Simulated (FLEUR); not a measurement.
AlN under changes of volume

One of the cells (10.417 Å³/atom); the others are scaled copies at fixed shape and fractional positions:

```xyz
2
Lattice="0.0000 2.1840 2.1840 2.1840 0.0000 2.1840 2.1840 2.1840 0.0000" Properties=species:S:1:pos:R:3 pbc="T T T"
Al    0.0000    0.0000    0.0000
N     1.0920    1.0920    1.0920
```

Measurements of this composition are mostly on another form, of space group No. 186.

| Property | Result |
| --- | --- |
| Program | FLEUR MaX-R8.1 (later development tree) |
| Functional | r2SCAN |
| Potentials or basis | all-electron |
| Basis | FLAPW |
| Kmax | 5.7 1/bohr |
| k mesh | 10 × 10 × 10 |
| Occupations | fermi-dirac, width 0.05 eV |
| Spin | no spin polarisation |

```csv
volume (Å³/atom),energy over the lowest point (meV/atom),gap on the mesh (eV)
9.792,28.75,3.99
10.001,12.70,3.98
10.417,0.00,3.95
10.834,?,?
11.042,21.14,3.89
```

Problem. What does the run at 10.834 Å³/atom give?

Solution. Energy over the lowest point 9.38 meV/atom; gap on the mesh 3.91 eV.

Worked out: A Birch-Murnaghan fit of order 2 (a polynomial in V^(-2/3)) to the other rows has its minimum at 10.43 Å³/atom with B0 = V·E''(V) = 210 GPa. It gives 9.45 meV/atom at 10.834 Å³/atom, against the run's 9.38. A straight line through the other rows of the gap, of slope -0.844 eV per unit of ln V, gives 3.91 eV, against the run's 3.91.

Energies are extrapolated to zero smearing.

Caveats: the meta-GGA is that of a development version, with a GGA for the radial functions and cores and without core tails.

A mesh can miss the band edges.
